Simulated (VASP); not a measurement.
Wanted: the native input for a VASP 6.6.1 run.

```yaml
Task: single point
Functional: BLYP
Potentials_or_basis: VASP PAW PBE potentials, release 64 (Mo_sv)
Cutoff: 520 eV
k_mesh: 10 × 10 × 16
Occupations: fermi-dirac, width 0.1 eV
Spin: no spin polarisation
Dipole_correction: no
Further_INCAR_settings: ALGO = Fast; EDIFF = 1e-06; NBANDS = 28
```

The structure of Mo lies in POSCAR:

```
Mo
1.0
    4.7384872089      0.0000000000      0.0000000000
   -2.3692436045      4.1036502984      0.0000000000
    0.0000000000      0.0000000000      2.5915197756
Mo
3
Direct
    0.0000000000      1.0000000000      1.0000000000
    0.3333333333      0.6666666667      0.5000000000
    0.6666666667      0.3333333333      0.5000000000
```

This isn't the form of Mo at room conditions, which is bcc.

One way to write it, as run:

INCAR

```
PREC = Accurate
ENCUT = 520
EDIFF = 1E-6
ISMEAR = -1
SIGMA = 0.1
LREAL = False
LASPH = True
NELM = 100
ALGO = Fast
ISIF = 2
LWAVE = False
LCHARG = False
GGA = B5
ALDAX = 1.0
AGGAX = 1.0
AGGAC = 1.0
ALDAC = 0.0
NBANDS = 28
```

KPOINTS

```
Automatic mesh
0
Gamma
  10 10 16
```

Potentials or basis: VASP PAW PBE potentials, release 64 (Mo_sv).

Command:

```console
$ cat potpaw_PBE.64/Mo_sv/POTCAR > POTCAR
$ mpirun -np 1 vasp_std > vasp.out
```

It gave:

- Pressure: 0.8 GPa
- Band gap on the k mesh: none (metal or under the smearing width)

Caveat: the PAW data sets were made with another functional, which shifts forces and pressure a little.

Wall time 66 s on 1 thread of Intel(R) Xeon(R) 6975P-C (Granite Rapids), on a shared host, peak memory 0.26 GiB.
